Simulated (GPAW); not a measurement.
HgTe (Coloradoite):

```
Hg Te
1.0
     0.00000    3.21450    3.21450
     3.21450    0.00000    3.21450
     3.21450    3.21450    0.00000
Hg Te
1 1
Cartesian
  0.0000 0.0000 0.0000
  4.8217 4.8217 4.8217
```

| Item | Value |
| --- | --- |
| Program | GPAW 26.7.0 |
| Task | relaxation of cell and atoms |
| Functional | PBE |
| Dispersion | D3(BJ)+ATM |
| Potentials or basis | GPAW PAW data sets (gpaw-data 1.2.1) |
| Cutoff | 600 eV |
| Basis | pw |
| k mesh | 7 × 7 × 7 |
| Occupations | fermi-dirac, width 0.05 eV |
| Spin | no spin polarisation |

At the start: pressure 2.7 GPa; volume 33.22 Å³/atom.

Q: Where does the relaxation end?

A: Over 4 steps the energy falls by 15.7 meV/atom and the volume is 35.19 Å³/atom (+5.9 %); space group F-43m (No. 216, to 0.05 Å).

The path:
| step | energy change (eV) | largest force (eV/Å) | pressure (GPa) | volume (Å³) |
| --- | --- | --- | --- | --- |
| 1 | 0.0000 | 0.0000 | 2.67 | 66.43 |
| 2 | -0.0117 | 0.0000 | 2.06 | 67.22 |
| 3 | -0.0313 | 0.0000 | 0.16 | 70.12 |
| 4 | -0.0315 | 0.0000 | 0.01 | 70.37 |

Final structure:
```yaml
crystal:
  lattice:
    - [0.00000, 3.27686, 3.27686]
    - [3.27686, 0.00000, 3.27686]
    - [3.27686, 3.27686, 0.00000]
  atoms:
    - { symbol: Hg, position: [0.00000, 0.00000, 0.00000] }
    - { symbol: Te, position: [0.75000, 0.75000, 0.75000] }
```

Caveat: later steps reuse the first step's grids; pairwise dispersion overbinds metals, which lowers pressure and volume.
